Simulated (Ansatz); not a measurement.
Response properties of CdO (Fm-3m)

Conventional cell: a = 4.691 Å, b = 4.691 Å, c = 4.691 Å, α = 90.00°, β = 90.00°, γ = 90.00°. Around Cd (atom 1) lie 6 O at 2.35 Å. O (atom 2) has 6 Cd at 2.35 Å as nearest neighbours.

Ansatz runs use the cell relaxed by PAW under their functional.

Task: What do its conduction electrons give? (PBEsol, all-electron LAPW in Ansatz 0.2.0, scalar-relativistic; a = 4.691 Å; k mesh 14×14×14, fine mesh 20×20×20, Fermi-Dirac smearing of 0.100 eV, basis error target 1 meV/atom)

Result: Fermi-surface sums: N(E_F) = 0.10 states/eV/atom, ħω_p (r.m.s. of x, y, z) = 0.9 eV, Fermi speed = 0.13×10⁶ m/s.

Task: How stiff is it? (PBEsol, PAW on Ansatz 0.2.0's default frozen-core files (fitted under PBE), scalar-relativistic; a = 4.691 Å; k mesh 16×16×16, strains of ±0.008, Fermi-Dirac smearing of 0.080 eV, cutoff 420 eV)

Result: Elastic moduli (Hill averages, relaxed ions; θ_D from sound speeds over directions): B = 145 GPa, G = 48.4 GPa, C11 = 212 GPa, C44 = 47.2 GPa, ν = 0.350, θ_D = 345 K.

Task: How does it vibrate? (PBEsol, all-electron LAPW in Ansatz 0.2.0, scalar-relativistic; a = 4.691 Å; k mesh 14×14×14, Fermi-Dirac smearing of 0.050 eV, basis error target 1 meV/atom; q mesh 2×2×2)

Result: Harmonic phonons by finite displacements (negative means unstable): highest mode = 431 cm⁻¹, lowest at L = 106 cm⁻¹, lowest at X = 93.2 cm⁻¹, highest at Γ = 254 cm⁻¹.

Known limits: these sums move with the mesh, by several per cent and more for small sheets (Fermi surface); frozen-core PAW files fitted under PBE, their cores solved anew for the functional of the run (moduli); responses of metals move with mesh and smearing (moduli); the softest shear constant rests on one k mesh, and a soft shear can herald a distortion on cooling (moduli); the gap is closed or tiny at this level, so small that the run used smearing; responses move with mesh and smearing (phonons).
